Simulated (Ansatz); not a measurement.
Crystal: Si2Ni.

```xyz
3
Lattice="0.0000 2.7030 2.7030 2.7030 0.0000 2.7030 2.7030 2.7030 0.0000" Properties=species:S:1:pos:R:3 pbc="T T T"
Ni    0.0000    0.0000    0.0000
Si    4.0545    4.0545    4.0545
Si    1.3515    1.3515    1.3515
```

- Program: Ansatz 0.2.0
- Task: relaxation of cell and atoms
- Functional: PBE
- Potentials or basis: Ansatz PAW
- Cutoff: 420 eV (not typed: the program's choice for these potentials)
- k mesh: 9 × 9 × 9
- Occupations: fermi-dirac, width 0.05 eV
- Spin: collinear spin, ferromagnetic start
- Starting moments: [1.0, 0.0, 0.0] μB

At the start: volume 13.17 Å³/atom.

Problem. Where does the relaxation end?

Solution. It ends after 5 steps and the volume is 13.50 Å³/atom (+2.5 %); space group Fm-3m (No. 225, to 0.05 Å); moment 0.00 μB per cell.

The path:
```
step  energy change (eV)  largest force (eV/Å)  volume (Å³)
   1              0.0000                0.0000        39.50
   2             -0.0091                0.0000        40.03
   3             -0.0115                0.0000        40.49
   4             -0.0115                0.0000        40.50
   5             -0.0118                0.0000        40.50
```

Final structure:
```xyz
3
Lattice="0.0000 2.7258 2.7258 2.7258 0.0000 2.7258 2.7258 2.7258 0.0000" Properties=species:S:1:pos:R:3 pbc="T T T"
Ni    0.0000    0.0000    0.0000
Si    4.0887    4.0887    4.0887
Si    1.3629    1.3629    1.3629
```

Caveat: the plane-wave basis is chosen anew once the cell has moved, so the energies of steps on either side of that aren't comparable; the starting moments weren't kept.
